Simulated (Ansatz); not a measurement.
Wires are cut from relaxed bulk Ge (Fd-3m, 23.90 Å³/atom, gap on the mesh 0.00 eV); atoms and period are relaxed, and energies count from that bulk. Caps count from half an H2 molecule.

All numbers below come from Ansatz 0.2.0, DFT PBE, scalar-relativistic, plane waves, PAW.

Cutoff 420 eV, Gaussian smearing of 0.05 eV, energies at zero smearing, symmetry of each start kept, no spin polarisation.

```tsv
start	atoms	k mesh	excess energy (eV per host atom)	line energy (eV/Å)	period (Å)	gap on the mesh (eV)	highest filled level or Fermi level under vacuum (eV)
[001] wire, 6 host atoms a period with H caps	16	1×1×10	0.332	0.346	5.755	4.31	6.32
[001] wire, 8 host atoms a period with H caps	20	1×1×10	0.307	0.421	5.835	3.89	6.14
[001] wire, 9 host atoms a period with H caps	21	1×1×10	0.281	0.441	5.741	3.79	6.12
```

Each run keeps its start's symmetry and one magnetic start, so lower states can exist.

Cost: 3 runs of about 12 core-minutes in all, on Intel Xeon 6975P-C (Granite Rapids) (shared hosts).